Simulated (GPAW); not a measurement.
# BN in line between two Sb chains: transmission at several levels, part 2 of 2

Wanted: the zero-bias transmission of BN in line between two Sb chains on a ladder of levels, with run times.

GPAW 26.7.0; GPAW LCAO, PAW setups; Landauer transmission from Green's functions with principal layers (ASE), zero bias.

So far, transmission at the Fermi level (one spin): step 2 (GPAW, dzp, PBE, GPAW) 1.48; step 3 (basis szp(dzp), PBE, GPAW) 1.48; step 4 (basis sz(dzp), PBE, GPAW) 1.53; step 5 (LDA) 1.50.

## 8. Potential alignment off

Without the shift, lead and junction are matched by their Fermi levels alone.

This step: GPAW LCAO, PAW setups; Landauer transmission from Green's functions with principal layers (ASE), zero bias (GPAW 26.7.0).

Input file run.py:

```python
import json
import numpy as np
from ase import Atoms
from ase.transport.calculators import TransportCalculator
from gpaw import GPAW, FermiDirac
from gpaw.lcao.tools import get_lcao_hamiltonian
from scipy.linalg import eigh

# The junction with lead layers at both ends, along the third cell vector
device = Atoms(
    ['Sb', 'Sb', 'Sb', 'Sb', 'B', 'N', 'Sb', 'Sb', 'Sb', 'Sb'],
    positions=[
        [4.50000, 4.50000, 1.37500],
        [4.50000, 4.50000, 4.12500],
        [4.50000, 4.50000, 6.87500],
        [4.50000, 4.50000, 9.62500],
        [4.50000, 4.50000, 11.77410],
        [4.50000, 4.50000, 13.05410],
        [4.50000, 4.50000, 15.00000],
        [4.50000, 4.50000, 17.75000],
        [4.50000, 4.50000, 20.50000],
        [4.50000, 4.50000, 23.25000]],
    cell=[[9.0, 0.0, 0.0], [0.0, 9.0, 0.0], [0.0, 0.0, 24.625]],
    pbc=True)

# One principal layer of the lead: the first 2 atoms of the device
lead = Atoms(
    ['Sb', 'Sb'],
    positions=[
        [4.50000, 4.50000, 1.37500],
        [4.50000, 4.50000, 4.12500]],
    cell=[[9.0, 0.0, 0.0], [0.0, 9.0, 0.0], [0.0, 0.0, 5.5]],
    pbc=True)

settings = dict(mode='lcao', basis='dzp', xc='PBE', h=0.18,
                occupations=FermiDirac(0.1), maxiter=250,
                mixer=dict(beta=0.1, nmaxold=8, weight=100.0),
                convergence=dict(density=0.0001))
energies = np.arange(-2, 2 + 1e-9, 0.05)
eta = 0.0001
n1, n2 = 1, 1
# k and -k transmit alike, so half of the mesh across the current serves
mesh = [(i, j) for i in range(n1) for j in range(n2) if (i, j) <= (-i % n1, -j % n2)]
weights = np.array([1 if (i, j) == (-i % n1, -j % n2) else 2 for i, j in mesh]) / (n1 * n2)

# [... helper functions left out ...]
fermi_lead = ground_state(lead, (1, 1, 20), 'lead.txt')
fermi_device = ground_state(device, (1, 1, 3), 'device.txt')
# [... loop over the mesh left out, but for ...]
        # Lead and device are aligned by their Fermi levels alone
        shift = 0.0
# [...]
kT = 8.617333e-5 * 300
bias = [0.1, 0.2, 0.5, 1.0, 1.5, 2.0]
# [... integrals and printing left out ...]
```

Command:

```console
$ OMP_NUM_THREADS=1 OPENBLAS_NUM_THREADS=1 python run.py
```

The program printed:

```text
basis functions: device 210, principal layer 46
Fermi level: lead -3.1684 eV, device -3.2187 eV; lead shifted by 0.0000 eV
largest coupling past the next layer 7.85e-05 eV, largest misfit of the first layer 0.060 eV
  E-E_F (eV)   T (one spin)  [channel counts left out]
    -2.000    7.0519e-02
    -1.950    7.0265e-02
    -1.900    7.0018e-02
    -1.850    6.9779e-02
    -1.800    6.9547e-02
    -1.750    6.9324e-02
    -1.700    6.9108e-02
    -1.650    6.8902e-02
    -1.600    6.8705e-02
    -1.550    2.8212e-01
    -1.500    3.4256e-01
    -1.450    3.9382e-01
    -1.400    4.5072e-01
    -1.350    5.1305e-01
    -1.300    5.7768e-01
    -1.250    6.4079e-01
[...]
1.650    6.8483e-01
     1.700    6.0254e-01
     1.750    5.1267e-01
     1.800    4.1747e-01
     1.850    3.2015e-01
     1.900    2.2453e-01
     1.950    1.3450e-01
     2.000    7.0280e-02
conductance at 300 K: 1.5015 G0 a cell; thermopower -1.256 uV/K
current from the zero-bias T(E) at 0.1 V: 11.626 uA
current from the zero-bias T(E) at 0.2 V: 23.209 uA
current from the zero-bias T(E) at 0.5 V: 57.282 uA
current from the zero-bias T(E) at 1.0 V: 109.97 uA
current from the zero-bias T(E) at 1.5 V: 156.43 uA
current from the zero-bias T(E) at 2.0 V: 197.78 uA
```

It took 42 s on 1 thread of Arm Neoverse V1, shared host; peak memory 1.2 GiB.

Numbers from this step:

| Item | Value |
| --- | --- |
| conductance | 1.501 G₀ |
| largest coupling past the next principal layer | 7.85e-5 eV |
| largest misfit of the first principal layer | 0.06038 eV |
| shift that aligns the lead | 0 eV |
| transmission at the Fermi level (one spin) | 1.504 |

One spin. The transmission, zone mean by energy, zero at the Fermi level:

```csv
energy (eV),"transmission, zone mean"
-2.00,0.0705
-1.90,0.0700
-1.80,0.0695
-1.70,0.0691
-1.55,0.282
-1.45,0.394
-1.35,0.513
-1.25,0.641
-1.15,0.750
-1.05,0.828
-0.90,0.906
-0.80,0.952
-0.70,1.01
-0.60,1.07
-0.50,1.15
-0.40,1.24
-0.25,1.37
-0.15,1.44
-0.05,1.49
0.00,1.50
0.05,1.51
0.10,1.52
0.15,1.52
0.25,1.50
0.40,1.45
0.50,1.40
0.60,1.35
0.70,1.30
0.80,1.25
0.90,1.20
1.05,1.14
1.15,1.10
1.25,1.06
1.35,1.00
1.45,0.925
1.55,0.823
1.70,0.603
1.80,0.417
1.90,0.225
2.00,0.0703
```

Not self-consistent under bias; the bias window is split evenly. The current through one cell, from the zero-bias transmission by bias:

```csv
bias (V),"current through one cell, from the zero-bias transmission (μA)"
0.100,11.6
0.200,23.2
0.500,57.3
1.000,110
1.500,156
2.000,198
```

Transmission of the three most open eigenchannels against energy, zero at the Fermi level:

```csv
energy (eV),channel 1,channel 2,channel 3
-2.00,0.0705,1.3e-12,0
-1.85,0.0698,1.3e-12,0
-1.70,0.0691,2.3e-11,2.3e-11
-1.60,0.0687,1.7e-7,1.7e-7
-1.45,0.163,0.163,0.0682
-1.30,0.255,0.255,0.0677
-1.15,0.341,0.341,0.0674
-1.05,0.381,0.381,0.0672
-0.90,0.419,0.419,0.0670
-0.75,0.455,0.455,0.0670
-0.60,0.503,0.503,0.0670
-0.50,0.544,0.544,0.0670
-0.35,0.610,0.610,0.0672
-0.20,0.670,0.670,0.0675
-0.05,0.711,0.711,0.0677
0.00,0.718,0.718,0.0679
0.05,0.723,0.723,0.0680
0.20,0.722,0.722,0.0683
0.35,0.701,0.701,0.0687
0.50,0.667,0.667,0.0690
0.60,0.641,0.641,0.0692
0.75,0.602,0.602,0.0695
0.90,0.568,0.568,0.0697
1.05,0.536,0.536,0.0699
1.15,0.516,0.516,0.0700
1.30,0.480,0.480,0.0701
1.45,0.428,0.428,0.0702
1.60,0.344,0.344,0.0702
1.70,0.266,0.266,0.0702
1.85,0.125,0.125,0.0702
2.00,0.0703,4.4e-8,4.4e-8
```

The conductance, 1.50 G₀, lies 1.7 % above that of the dzp run.

## 9. A second varied run

A last run, with other settings again.

Edit run.py of step 8 so:

```diff
@@ -35,3 +35,3 @@
 settings = dict(mode='lcao', basis='dzp', xc='PBE', h=0.18,
-                occupations=FermiDirac(0.1), maxiter=250,
+                occupations=FermiDirac(0.1), maxiter=10,
                 mixer=dict(beta=0.1, nmaxold=8, weight=100.0),
@@ -49,4 +49,4 @@
 # [... loop over the mesh left out, but for ...]
-        # Lead and device are aligned by their Fermi levels alone
-        shift = 0.0
+        # Shift the lead onto the potential of the device's first layer
+        shift = ((H[:, 0, 0] - H0[:, 0, 0]) / S0[0, 0]).real.mean()
 # [...]
```

The program printed:

```text
gpaw.KohnShamConvergenceError
```

Run time: 30 s. Hardware: 1 thread; peak memory 1.2 GiB.

No converged result was reached; the numbers in the log don't describe the system.

The fault put into the input: too few SCF iterations (maxiter = 10).

## 10. What came out

| Property | Result |
| --- | --- |
| conductance | 1.48 G₀ |
| transmission at the Fermi level, mean of the spins | 1.48 |
| thermopower | about 0 (under 1.5 μV/K) |

In the dzp basis the junction conducts 1.48 G₀ at 300 K, with T = 1.48 a spin at the Fermi level; the sz basis reaches that conductance within 10 %. At the Fermi level the three most open eigenchannels pass 0.70, 0.70 and 0.068. Measured against the first run (dzp), the nearest curve is that of dzp-LDA (r.m.s. 0.018) and the farthest that of sz (0.071). Over the compared runs wall time goes from 28 s (sz) to 42 s (dzp), on a shared host. The geometry was built from estimated bond lengths and not relaxed, so the numbers describe this model structure. Spin-orbit coupling is left out, which matters for the heavy atoms here. An evenly spaced straight chain is an idealisation: free chains tend to dimerise, zigzag or, where a band edge lies near the Fermi level, turn magnetic. The currents use the zero-bias T(E) throughout, which holds only while the bias is small against the distance to the nearest feature. The energy step is wider than the thermal energy, so the conductance and thermopower rest on interpolation of T(E).

[Logs are printed without paths, hosts, clocks, repeated set-up lines and the standing remarks that a program may print on its own settings, such as how far it seeks lower states.]

[Hosts, paths, dates, database ids (printed as entryN), source tags and the programs' standing remarks are cut or masked in the printed files.]
